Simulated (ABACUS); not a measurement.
Crystal: H.

```
CELL_PARAMETERS angstrom
-1.69153 1.69153 2.05847
1.69153 -1.69153 2.05847
1.69153 1.69153 -2.05847
ATOMIC_POSITIONS crystal
H 0.09014 0.09014 0.00000
H 0.90986 0.90986 0.00000
```

```yaml
Program: ABACUS 3.10.1
Task: single point
Functional: PBE
Potentials_or_basis: PseudoDojo NC SR 0.4.1 PBE standard
Cutoff: 1361 eV
Density_cutoff: 5442 eV
Basis: DZP LCAO (the cutoffs set its grid)
k_mesh: 11 × 11 × 11
Occupations: fermi-dirac, width 0.05 eV
Spin: no spin polarisation
```

On this cell: pressure 4.0 GPa; largest force 2.777 eV/Å; band gap on the k mesh 9.30 eV, indirect (least direct gap 10.17 eV).

The same run follows on a disturbed copy (atoms moved at random, drawn with an rms of 0.05 Å):

```
CELL_PARAMETERS angstrom
-1.69153 1.69153 2.05847
1.69153 -1.69153 2.05847
1.69153 1.69153 -2.05847
ATOMIC_POSITIONS crystal
H 0.08199 0.09122 0.99944
H 0.91475 0.93528 0.03530
```

Question: What changes?

Answer: The energy moves by -2.5 meV/atom; pressure 3.9 GPa; largest force 2.671 eV/Å; band gap on the k mesh 9.04 eV, indirect (least direct gap 9.87 eV).

Forces in eV/Å, atoms in the order of the input:
```
H   -0.261 -0.136  2.655
H    0.261  0.136 -2.655
```

Stress tensor (GPa, compression positive):
```
-0.48  0.09 -1.48
 0.09 -0.57 -0.77
-1.48 -0.77 12.75
```

Caveats: the atomic orbitals were generated for these runs and aren't a published set; an odd mesh through Γ misses points on the zone boundary, where band edges often lie; the basis of atomic orbitals isn't converged, which shifts pressures, moduli and gaps; forces of over 1 eV/Å show positions far from the minimum, so gaps and moduli don't describe the material at rest (some runs).
